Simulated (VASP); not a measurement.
Write the native input for VASP 6.6.1 that does the following.

* Task: relaxation of cell and atoms
* Functional: r2SCAN
* Dispersion: rVV10
* Potentials or basis: VASP PAW PBE potentials, release 64 (Sn_d, Te)
* Cutoff: 520 eV
* k mesh: 8 × 8 × 8
* Occupations: gaussian, width 0.02 eV
* Spin: no spin polarisation
* Further INCAR settings: ALGO = Normal; EDIFF = 1e-07; IBRION = 2; EDIFFG = -0.002; NSW = 80; ISIF = 3

The structure of SnTe lies in POSCAR:

```
SnTe                                    
1.0
    0.0000000000      3.1706189562      3.1706189562
    3.1706189562     -0.0000000000      3.1706189562
    3.1706189562      3.1706189562     -0.0000000000
  Sn              Te            
     1     1
Direct
     0.0000000000000000    0.0000000000000000    0.0000000000000000
     0.5000000000000000    0.5000000000000000    0.5000000000000000
```

These files were run (other wordings do the same):

INCAR

```
PREC     = Accurate       # precision mode
ENCUT    = 520            # plane-wave cutoff, eV
EDIFF    = 1E-7           # SCF threshold, eV
ISMEAR   = 0              # smearing method
SIGMA    = 0.02           # smearing width, eV
LREAL    = F              # projectors in reciprocal space
LASPH    = T              # aspherical terms in the spheres
NELM     = 100            # most SCF steps
ALGO     = Normal         # electronic algorithm
ISIF     = 3              # what is computed and relaxed
LWAVE    = F              # write WAVECAR
LCHARG   = F              # write CHGCAR
METAGGA  = R2SCAN         # meta-GGA
LMIXTAU  = T            
LUSE_VDW = T            
IVDW_NL  = 2            
BPARAM   = 11.95        
CPARAM   = 0.0093       
IBRION   = 2              # ionic algorithm
NSW      = 80             # ionic steps
EDIFFG   = -0.002         # ionic threshold
```

KPOINTS

```
Automatic mesh
0
Gamma
  8 8 8
```

Potentials or basis: VASP PAW PBE potentials, release 64 (Sn_d, Te).

Launch:

```console
$ cat potpaw_PBE.64/Sn_d/POTCAR potpaw_PBE.64/Te/POTCAR > POTCAR
$ mpirun -np 1 vasp_std > vasp.out
```

Results of the run:

```
Pressure after relaxing : 0.0 GPa
Band gap on the k mesh  : 0.06 eV, direct
```

Caveat: the relaxation stopped at its first step, so nothing moved; the PAW data sets were made with another functional, which shifts forces and pressure a little; spin-orbit coupling is left out, which moves the levels of the heavy elements.

Wall time 4.9 min on 1 thread of Intel(R) Xeon(R) Platinum 8488C (Sapphire Rapids), on a shared host, peak memory 0.39 GiB.
